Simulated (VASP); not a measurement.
**A VASP 6.6.1 single-point calculation on BN**

INCAR

```
PREC = Accurate
NELM = 86
LREAL = .FALSE.
LWAVE = .FALSE.
LDAUTYPE = 2
ALGO = Normal
LASPH = .TRUE.
SIGMA = 0.01
ISIF = 2
METAGGA = R2SCAN
ENCUT = 520
NBANDS = 11
LDAUU = 4 4 4
LCHARG = .FALSE.
ISMEAR = 0
EDIFF = 1E-7
NSW = 0
LDAUL = 2 2 2
LDAU = .TRUE.
IBRION = -1
```

KPOINTS

```
KPOINTS created by Atomic Simulation Environment
0
Gamma
12 12 12
0 0 0
```

POSCAR

```
B  N
 1.0000000000000000
     0.0000000000000000    1.7786474624999999    1.7458259350000001
     1.7786474624999999    0.0000000000000000    1.7458259350000001
     1.7786474624999999    1.7786474624999999    0.0000000000000000
 B   N
   1   1
Cartesian
  0.0000000000000000  0.0000000000000000  0.0000000000000000
  1.7786474624999999  1.7786474624999999  1.7458259350000001
```

The recommended PBE PAW datasets give the neutral cell 8 valence electrons.

Command

```
mpirun -np 1 vasp_std
```

OSZICAR

```
N       E                     dE             d eps       ncg     rms          rms(c)
DAV:   1     0.865867561610E+01    0.86587E+01   -0.51167E+03  3690   0.749E+02
DAV:   2    -0.181252129778E+02   -0.26784E+02   -0.25384E+02  4237   0.162E+02
DAV:   3    -0.186591820754E+02   -0.53397E+00   -0.53255E+00  4279   0.192E+01
DAV:   4    -0.186597877772E+02   -0.60570E-03   -0.60568E-03  3961   0.680E-01
DAV:   5    -0.186597881032E+02   -0.32593E-06   -0.32593E-06  4204   0.167E-02    0.610E+00
DAV:   6    -0.153437243624E+02    0.33161E+01   -0.28773E+00  3700   0.878E+00    0.263E+00
DAV:   7    -0.153950126312E+02   -0.51288E-01   -0.21858E-01  4078   0.342E+00    0.156E+00
DAV:   8    -0.154139029546E+02   -0.18890E-01   -0.28494E-02  3946   0.123E+00    0.325E-01
DAV:   9    -0.154129202765E+02    0.98268E-03   -0.74305E-03  4045   0.451E-01    0.648E-02
DAV:  10    -0.154129482498E+02   -0.27973E-04   -0.14465E-04  3982   0.116E-01    0.439E-02
DAV:  11    -0.154129602911E+02   -0.12041E-04   -0.15100E-04  3934   0.791E-02    0.307E-03
DAV:  12    -0.154129609997E+02   -0.70857E-06   -0.29335E-06  4162   0.174E-02    0.380E-03
DAV:  13    -0.154129612178E+02   -0.21819E-06   -0.11403E-07  3925   0.359E-03    0.106E-03
DAV:  14    -0.154129612310E+02   -0.13108E-07   -0.28701E-09  2069   0.577E-04
   1 F= -.15412961E+02 E0= -.15412961E+02  d E =-.112962E-36
```

From OUTCAR

```
k-points           NKPTS =    163   k-points in BZ     NKDIM =    163   number of bands    NBANDS=     11

   NELECT =       8.0000    total number of electrons

   dimension x,y,z NGX =    20 NGY =   20 NGZ =   20
   dimension x,y,z NGXF=    40 NGYF=   40 NGZF=   40

  energy-cutoff  :      520.00
  volume of cell :       11.05
      direct lattice vectors                 reciprocal lattice vectors
     0.000000000  1.778647462  1.745825935    -0.281112480  0.281112480  0.286397395
     1.778647462  0.000000000  1.745825935     0.281112480 -0.281112480  0.286397395
     1.778647462  1.778647462  0.000000000     0.281112480  0.281112480 -0.286397395

 k-points in reciprocal lattice and weights: KPOINTS created by Atomic Simulation Env
   0.00000000  0.00000000  0.00000000       0.001
   0.08333333  0.00000000  0.00000000       0.005
   0.16666667  0.00000000  0.00000000       0.005
   0.25000000  0.00000000  0.00000000       0.005
   0.33333333  0.00000000  0.00000000       0.005
   0.41666667 -0.00000000  0.00000000       0.005
   0.50000000  0.00000000  0.00000000       0.002
   0.08333333  0.08333333  0.00000000       0.001
   ...

 E-fermi :   9.9409

 k-point     1 :       0.0000    0.0000    0.0000
  band No.  band energies     occupation
      1     -13.3520      2.00000
      2       8.6483      2.00000
      3       9.0897      2.00000
      4       9.0897      2.00000
      5      18.8639      0.00000
      6      22.2688      0.00000
      7      22.2688      0.00000
      8      23.2901      0.00000
      9      28.9441      0.00000
     10      28.9441      0.00000
     11      29.2461      0.00000

 k-point     2 :       0.0833    0.0000    0.0000
  band No.  band energies     occupation
      1     -13.1533      2.00000
      2       8.0048      2.00000
      3       8.8464      2.00000
      4       9.0598      2.00000
      5      19.1677      0.00000
      6      21.5805      0.00000
      7      21.8588      0.00000
      8      22.7864      0.00000
      9      28.5811      0.00000
     10      29.4656      0.00000
     11      29.6450      0.00000

 k-point     3 :       0.1667    0.0000    0.0000
  band No.  band energies     occupation
      1     -12.5627      2.00000
      2       5.8838      2.00000
      3       8.8149      2.00000
      4       8.9967      2.00000
      5      19.3061      0.00000
      6      20.0118      0.00000
      7      20.5545      0.00000
      8      22.4225      0.00000
      9      28.4340      0.00000
     10      30.9357      0.00000
     11      31.0344      0.00000

 k-point     4 :       0.2500    0.0000    0.0000
  band No.  band energies     occupation
      1     -11.6015      2.00000
      2       3.1952      2.00000
      3       8.8663      2.00000
      4       8.9563      2.00000
      5      18.2719      0.00000
      6      18.4555      0.00000
      7      19.0608      0.00000
      8      22.8995      0.00000
      9      29.1974      0.00000
     10      33.2237      0.00000
     11      33.2305      0.00000

 k-point     5 :       0.3333    0.0000    0.0000
  band No.  band energies     occupation
      1     -10.3295      2.00000
      2       0.4698      2.00000
      3       8.9759      2.00000
      4       8.9903      2.00000
      5      16.7708      0.00000
      6      17.0507      0.00000
      7      18.1703      0.00000
      8      23.4428      0.00000
      9      30.7245      0.00000
     10      36.1261      0.00000
     11      36.2098      0.00000

 ...

  Total       -0.9749328     -0.9749328     -0.7866387      0.0000000     -0.0000000      0.0000000
  in kB     -141.4081969   -141.4081969   -114.0972539      0.0000000     -0.0000000      0.0000000
  external PRESSURE =    -132.3045493 kB  Pullay stress =       0.0000000 kB

 POSITION                                       TOTAL-FORCE (eV/Angst)
 -----------------------------------------------------------------------------------
      0.00000      0.00000      0.00000         0.000000     -0.000000      0.000000
      1.77865      1.77865      1.74583        -0.000000      0.000000     -0.000000
 -----------------------------------------------------------------------------------
    total drift:                                0.000000      0.000000      0.000000

  FREE ENERGIE OF THE ION-ELECTRON SYSTEM (eV)
  ---------------------------------------------------
  free  energy   TOTEN  =       -15.4129612310 eV

  energy  without entropy=      -15.4129612310  energy(sigma->0) =      -15.41296123
```

It converged. Results: gap between bands v and c on the k mesh 0.76 eV; least direct gap on the k mesh 6.17 eV; pressure -13.2 GPa. Band v is the last that the valence electrons fill when counted band by band, and c is the next.

One setting is odd (wrong count of Hubbard values), but here it hardly changes the result.

On sound settings r²SCAN gives a gap of 0.76 eV on its mesh and a pressure of -13.2 GPa for the intended cell. This run's energy (σ→0) differs from it by 0 meV an atom.

The run took about 36 s on one core of a shared host (Intel Xeon 6975P-C) and held 0.14 GiB at most.
